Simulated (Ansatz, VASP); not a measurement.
# One calculation of Cu, two programs

```xyz
1
Lattice="-1.4345 1.4345 1.4345 1.4345 -1.4345 1.4345 1.4345 1.4345 -1.4345" Properties=species:S:1:pos:R:3 pbc="T T T"
Cu    0.0000    0.0000    0.0000
```

Alike in both runs: task single point; functional PBEsol; k mesh 17 × 17 × 17; occupations fermi-dirac, width 0.1 eV; no spin polarisation.

|  | VASP | Ansatz |
| --- | --- | --- |
| version | VASP 6.6.1 | Ansatz 0.2.0 |
| potentials or method | VASP PAW PBE potentials, release 64 (Cu) | plane waves (420 eV) with PAW, scalar-relativistic |
| plane-wave cutoff (eV) | 520 | 420 |
| valence electrons in the cell | 11 | 19 |

```tsv
	VASP	Ansatz	Ansatz less VASP
pressure (GPa)	-5.1	-5.8	-0.70
```

With one functional, cell and mesh, what is left measures potentials, basis and numerics. The two sets of potentials don't hold the same shells in valence. Ansatz warned: «pseudo_functional_mismatch».

Caveats: the PAW data sets were made with another functional, which shifts forces and pressure a little (VASP).
